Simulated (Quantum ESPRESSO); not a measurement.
Runs of Quantum ESPRESSO 7.5 on Au. Symmetry: Fm-3m, No. 225, cubic system. Conventional cell: a = 4.070 Å, b = 4.070 Å, c = 4.070 Å, α = 90.00°, β = 90.00°, γ = 90.00°. Around Au (site symmetry m-3m) lie 12 Au at 2.88 Å. 

```csv
task,level,potentials or basis,spin,U,cell,k mesh,cutoff (eV),smearing,form of the LDA correlation,mixing beta,q mesh,k mesh for the Wannier functions,projections,gap on the mesh (eV),pressure (GPa)
phonon dispersion,LDA,PseudoDojo 0.4.1 SR LDA standard,off,-,relaxed,12 × 12 × 12,871,cold 0.2 eV,PW92,0.5,2 × 2 × 2,-,-,none,-0.4
Wannier functions,LDA,PseudoDojo 0.4.1 SR LDA standard,off,-,as given,8 × 8 × 8,871,fermi-dirac 0.05 eV,PW92,0.5,-,7 × 7 × 7,Au spd,none,-4.1
phonons,PBEsol,PseudoDojo 0.4 FR PBEsol standard,"SOC, no magnetisation",-,as given,9 × 9 × 9,1034,methfessel-paxton 0.272 eV,-,0.5,-,-,-,none,0.3
Hubbard U by linear response,LDA+U,PseudoDojo 0.4.1 SR LDA standard,off,Au d U = 5 eV,as given,8 × 8 × 8,871,gaussian 0.272 eV,PW92,0.3,2 × 2 × 2,-,-,none,(a)
```

Q: Estimate the missing entries.

A: (a) -0.9.

Caveats: spin-orbit coupling is left out, which moves the levels of the heavy elements (some runs); the Wannier minimisation didn't converge (some runs); the mesh is thin for the phonons of a metal (some runs); some modes are imaginary (some runs); the q point doesn't lie on the k mesh, which can shift a metal's frequencies strongly unless the mesh is converged (some runs); the computed U isn't converged in cell size (some runs); U without spin polarisation on a metal has little footing (some runs).

A k mesh can miss the band edges, and rows without SOC leave out spin-orbit coupling on Au.

A gap of «none» marks a metal or a gap under the smearing width.

Runs at the PBE level aren't shown here.
